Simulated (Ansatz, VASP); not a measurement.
## One calculation of TiAl, two programs

```
Ti Al
1.0
     2.86726    0.00000    0.00000
    -1.43363    2.48312    0.00000
     0.00000    0.00000    4.67808
Ti Al
1 1
Direct
  0.00000 0.00000 0.00000
  0.33333 0.66667 0.50000
```

The cell comes from a database or a generator and needn't be the stable form of this composition.

Alike in both runs: task relaxation of cell and atoms; functional PBEsol; dispersion D4; k mesh 11 × 11 × 6; occupations fermi-dirac, width 0.05 eV; no spin polarisation.

|  | VASP | Ansatz |
| --- | --- | --- |
| version | VASP 6.6.1 | Ansatz 0.2.0 |
| potentials or method | VASP PAW PBE potentials, release 64 (Ti_sv, Al) | Ansatz PAW |
| plane-wave cutoff (eV) | 600 | 420 |
| valence electrons in the cell | 15 | 15 |

Ansatz gave:

| Item | Value |
| --- | --- |
| gap on the k mesh at the Fermi level, each at its own relaxed structure (eV) | none |
| relaxed volume (Å³/atom) | 16.01 |
| relaxed cell length with the largest relative difference (Å) | 4.596 |
| energy change over the relaxation (meV/atom) | -10 |

Task: What did VASP give for the same quantities?

Result: gap on the k mesh at the Fermi level, each at its own relaxed structure (eV): none; relaxed volume (Å³/atom): 15.99; relaxed cell length with the largest relative difference (Å): 4.600; energy change over the relaxation (meV/atom): -10.

A gap of «none» marks a metal or a gap that the smearing closes.

Caveats: pairwise dispersion overbinds metals, which lowers pressure and volume; the PAW data sets were made with another functional, which shifts forces and pressure a little (VASP); the plane-wave basis is chosen anew once the cell has moved, so the energies of steps on either side of that aren't comparable (Ansatz); the PAW data sets come from PBE, with cores solved anew for the run's functional, which leaves a small shift of forces and pressure (Ansatz).
